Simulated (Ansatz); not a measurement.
ZnSnN2 as one 8-atom ordering (Pmmn) on the rocksalt lattice: a single-point calculation in the PAW code Ansatz (PBE+SOC). Cell and atoms come from a relaxation with r2SCAN.

The input:
```yaml
crystal:
  lattice:
    - [3.2102348802, 0.0, 0.0]
    - [0.0, 4.2915871166, 0.0]
    - [0.0, 0.0, 6.5800481296]
  atoms:
    - { symbol: Zn, position: [0.0, 0.0, 0.9006279581] }
    - { symbol: "N", position: [0.0, 0.5, 0.8658461588] }
    - { symbol: Zn, position: [0.5, 0.5, 0.0993720419] }
    - { symbol: "N", position: [0.5, 0.0, 0.1341538412] }
    - { symbol: Sn, position: [0.0, 0.0, 0.362476908] }
    - { symbol: "N", position: [0.0, 0.5, 0.4031389688] }
    - { symbol: Sn, position: [0.5, 0.5, 0.637523092] }
    - { symbol: "N", position: [0.5, 0.0, 0.5968610312] }
kpoints:
  mp_grid: { grid: [8, 6, 4] }
  band_path:
    path:
      - [0.0, 0.0, 0.0]
      - [0.5, 0.0, 0.0]
      - [0.5, 0.5, 0.0]
      - [0.0, 0.5, 0.0]
      - [0.0, 0.0, 0.5]
      - [0.5, 0.0, 0.5]
      - [0.5, 0.5, 0.5]
      - [0.0, 0.5, 0.5]
      - [0.145833, 0.466146, -0.5]
    npoints: 1
hamiltonian:
  xc: pbe
scf:
  occupations: { method: fermi_dirac, width: 0.02 }
  n_extra_bands: 12
magnetization:
  noncollinear: true
  spin_orbit: true
output:
  forces: true
  stress: true
  eigenvalues: true
```

It took 7.2 s on 1 × NVIDIA H100 80GB HBM3 with 2 threads of AMD EPYC 7R13 Processor (Zen 3), with other jobs on the host, load about 3.8 per core; peak host memory 1.4 GiB.

What the program printed (shortened):
```
Functional definition: PBE
  parameter kappa = 0.804
  parameter beta = 0.06672455060314922
  exchange = pbe_x(kappa = kappa, mu = beta*pi^2/3)
  correlation = pbe_c(beta = beta)
Crystal: 8 atoms, lattice volume = 90.653 Å³
Basis set: ecut = 420 eV, 1757 PW (Γ)
Bands: 84, of which v1, the nominal top of the filled ones, is band 72 counted from 1 (71 counted from 0)
Symmetry: 8 space group operations + 8 with time reversal
Magnetic group: BNS 59.406 (UNI 504)
k-points: 60 of 192
SCF iter   1: HF=-20226.437840 eV  Δρ=9.41e-2  dr2=8.37e0
SCF iter   2: HF=-20224.807658 eV  Δρ=5.32e-2  dr2=2.50e0
SCF iter   3: HF=-20224.248361 eV  Δρ=2.02e-2  dr2=2.04e-1
SCF iter   4: HF=-20224.233716 eV  Δρ=5.65e-3  dr2=1.81e-2
SCF iter   5: HF=-20224.228895 eV  Δρ=1.80e-3  dr2=1.88e-3
SCF iter   6: HF=-20224.230202 eV  Δρ=6.80e-4  dr2=3.20e-4
SCF iter   7: HF=-20224.230300 eV  Δρ=2.87e-4  dr2=8.63e-5
SCF iter   8: HF=-20224.230069 eV  Δρ=8.18e-5  dr2=4.96e-6
SCF iter   9: HF=-20224.230072 eV  Δρ=2.69e-5  dr2=6.61e-7
SCF iter  10: HF=-20224.230073 eV  Δρ=5.07e-6  dr2=1.55e-8
SCF 1 converged in 10 iterations: F = -20224.230073 eV  dr2 = 1.55e-8
SCF converged after 10 iterations
Magnetization: |M| = 0.0000 μB,  M = (+0.0000, +0.0000, +0.0000) μB
Free energy (F): -20224.230073 eV
Fermi energy:    13.070054 eV
--- Per-component energies (eV) ---
  E_band       = 189.059551
  E_kinetic    = 1162.643756
  E_local      = -4708.439679
  E_nonlocal   = 1360.866135
  E_hartree    = 2296.566651
  E_xc         = -1276.138534
  E_vxc        = -598.266195
  E_paw        = -12467.115335
  E_vpaw       = -1620.874515
  E_ewald      = -6592.612709
--- Forces (eV/Å), atoms counted from 1 ---
  atom   1  Zn      0.00000      0.00000    -0.05272
  atom   2  N       0.00000      0.00000      0.12254
  atom   3  Zn      0.00000      0.00000      0.05272
  atom   4  N       0.00000      0.00000    -0.12254
  atom   5  Sn      0.00000      0.00000    -0.01554
  atom   6  N       0.00000      0.00000    -0.08771
  atom   7  Sn      0.00000      0.00000      0.01554
  atom   8  N       0.00000      0.00000      0.08771
--- Stress (GPa, compression-positive) ---
        6.290908       0.000000       0.000000
        0.000000       6.795168       0.000000
        0.000000       0.000000       6.195068
  P = ⅓ Tr σ = 6.4270 GPa (64.270 kbar)
```

The file bands.tsv (bands near the Fermi energy, numbered from 0, rounded):
```tsv
# k_distance	band_62	band_63	band_64	band_65	band_66	band_67	band_68	band_69	band_70	band_71	band_72	band_73	band_74	band_75	band_76	band_77	band_78	band_79
# fermi_ev = 13.070054
# [0, 0, 0] at k_distance = 0.000000
# [0.5, 0, 0] at k_distance = 0.978618
# [0.5, 0.5, 0] at k_distance = 1.710653
# [0, 0.5, 0] at k_distance = 2.689271
# [0, 0, 0.5] at k_distance = 3.563242
# [0.5, 0, 0.5] at k_distance = 4.541860
# [0.5, 0.5, 0.5] at k_distance = 5.273895
# [0, 0.5, 0.5] at k_distance = 6.252513
# [0.145833, 0.466146, -0.5] at k_distance = 7.250376
# levels_relative_to = fermi_ev
0.000	-1.342	-1.342	-1.284	-1.284	-1.111	-1.111	-1.072	-1.072	-0.613	-0.613	0.264	0.264	0.321	0.321	4.855	4.855	5.173	5.173
0.979	-2.918	-2.918	-2.724	-2.724	-2.724	-2.724	-1.060	-1.060	-1.060	-1.060	0.867	0.867	0.867	0.867	5.235	5.235	5.235	5.235
1.711	-3.809	-3.809	-0.726	-0.726	-0.726	-0.726	-0.442	-0.442	-0.442	-0.442	3.211	3.211	3.211	3.211	4.544	4.544	4.544	4.544
2.689	-2.193	-2.193	-0.665	-0.665	-0.665	-0.665	-0.485	-0.485	-0.485	-0.485	2.798	2.798	2.798	2.798	4.512	4.512	4.512	4.512
3.563	-2.306	-2.306	-2.251	-2.251	-1.617	-1.617	-0.706	-0.706	-0.669	-0.669	1.952	1.952	2.385	2.385	2.960	2.960	3.117	3.117
4.542	-3.395	-3.395	-2.737	-2.737	-2.737	-2.737	-1.805	-1.805	-1.805	-1.805	2.636	2.636	2.636	2.636	3.145	3.145	3.145	3.145
5.274	-2.504	-2.504	-2.058	-2.058	-2.058	-2.058	-1.413	-1.413	-1.413	-1.413	4.445	4.445	4.445	4.445	5.210	5.210	5.210	5.210
6.253	-1.814	-1.814	-1.111	-1.111	-1.111	-1.111	-0.686	-0.686	-0.686	-0.686	3.477	3.477	3.477	3.477	4.979	4.979	4.979	4.979
7.250	-2.323	-2.323	-1.142	-1.142	-0.809	-0.809	-0.310	-0.310	-0.256	-0.256	4.178	4.178	4.332	4.332	5.271	5.271	5.534	5.534
```
In order the rows are Γ, X, S, Y, Z, U, R, T, (0.146, 0.466, -1/2).

With PBE+SOC the valence top lies at k = (0.146, 0.466, -1/2) and the conduction bottom at Γ, 0.52 eV higher; the smallest vertical gap, at Γ, is 0.88 eV. The gap is the least over the mesh and the extra points. The mean pressure at these positions is +6.43 GPa, compression counted positive. The largest force is 0.12 eV/Å.

Note: simulated data, non-magnetic, for a generated structure that need not be the stable one.
